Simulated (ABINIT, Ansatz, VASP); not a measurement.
# Al2Cu: 3 runs at one level of theory

```xyz
6
Lattice="-3.0335 3.0335 2.4385 3.0335 -3.0335 2.4385 3.0335 3.0335 -2.4385" Properties=species:S:1:pos:R:3 pbc="T T T"
Cu    0.0000    0.0000    1.2192
Cu    0.0000    0.0000    3.6578
Al    0.9592    2.0743    0.0000
Al   -0.9592    2.0743    2.4385
Al    2.0743    0.9592    2.4385
Al    3.9927    0.9592    0.0000
```

Alike in all runs: task single point; functional PBEsol; k mesh 7 × 7 × 7; occupations fermi-dirac, width 0.05 eV; no spin polarisation; no spin-orbit coupling. Pressure is positive in compression and, in plane waves, holds the error of the finite cutoff.

```
                         program and potentials  plane-wave cutoff (eV)                                                               notes  pressure (GPa)  largest force (eV/Å)
ABINIT, PseudoDojo NC SR PBEsol v0.4.1 standard                    1252                           8.33 valence electrons an atom on average           -3.72                 0.073
 Ansatz, all-electron LAPW, scalar-relativistic                       -                                                                   -           -3.47                 0.069
             VASP, PBE PAW files Al, Cu, 520 eV                     520  potentials made for PBE; 5.67 valence electrons an atom on average           -3.20                 0.066
```

Force on atom 3 (Al), eV/Å:

```csv
program and potentials,x,y,z
"ABINIT, PseudoDojo NC SR PBEsol v0.4.1 standard",0.052,-0.052,0.000
"Ansatz, all-electron LAPW, scalar-relativistic",0.049,-0.049,0.000
"VASP, PBE PAW files Al, Cu, 520 eV",0.047,-0.047,0.000
```

The pressure spans -3.72 (ABINIT, PseudoDojo NC SR PBEsol v0.4.1 standard) to -3.20 GPa (VASP, PBE PAW files Al, Cu, 520 eV), with all-electron results at -3.47.

Differences between rows come from potentials, basis sets and numerical settings, since the functional is the same but for its coding. Runs on potential files found faulty are left out.
